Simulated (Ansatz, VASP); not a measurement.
## Tl: VASP beside Ansatz

File INCAR:

```
SYSTEM = Tl
PREC = Accurate ; ENCUT = 520
EDIFF = 1E-7 ; ISMEAR = -1
SIGMA = 0.05 ; LREAL = .False.
LASPH = .True. ; NELM = 100
ALGO = Normal ; ISIF = 2
LWAVE = .False. ; LCHARG = .False.
GGA = PE ; NBANDS = 12
```

The input KPOINTS:

```
regular mesh
0
Gamma
  13 13 13
  0 0 0
```

POSCAR

```
Tl
1.0
   -1.9570420498      1.9570420498      1.9570420498
    1.9570420498     -1.9570420498      1.9570420498
    1.9570420498      1.9570420498     -1.9570420498
Tl
1
Direct
    0.0000000000      0.0000000000      0.0000000000
```

Input for Ansatz:

```yaml
crystal:
  lattice:
    - [-1.9570420498, 1.9570420498, 1.9570420498]
    - [1.9570420498, -1.9570420498, 1.9570420498]
    - [1.9570420498, 1.9570420498, -1.9570420498]
  atoms:
    - { symbol: Tl, position: [0.0, 0.0, 0.0] }
kpoints:
  mp_grid: { grid: [13, 13, 13] }
scf:
  occupations: { method: fermi_dirac, width: 0.05 }
hamiltonian:
  xc: pbe
  pseudopotentials: { kind: all_electron, lapw: { basis_error: 0.00025 } }
output:
  forces: true
  stress: true
  eigenvalues: true
```

Change from the starting cell: volume scaled by 1.025.

Alike in both runs: task single point; functional PBE; k mesh 13 × 13 × 13; occupations fermi-dirac, width 0.05 eV; no spin polarisation.

|  | VASP | Ansatz |
| --- | --- | --- |
| version | VASP 6.6.1 | Ansatz 0.2.0 |
| potentials or method | VASP PAW PBE potentials, release 64 (Tl_d) | all-electron LAPW, scalar-relativistic |
| plane-wave cutoff (eV) | 520 | see its input |

```tsv
	VASP	Ansatz	Ansatz less VASP
pressure (GPa)	1.3	1.4	+0.07
```

Ansatz ran all-electron here, so the differences hold the error of VASP's frozen core and of both bases.

The runs have no spin-orbit coupling, so splittings on Tl are missing.
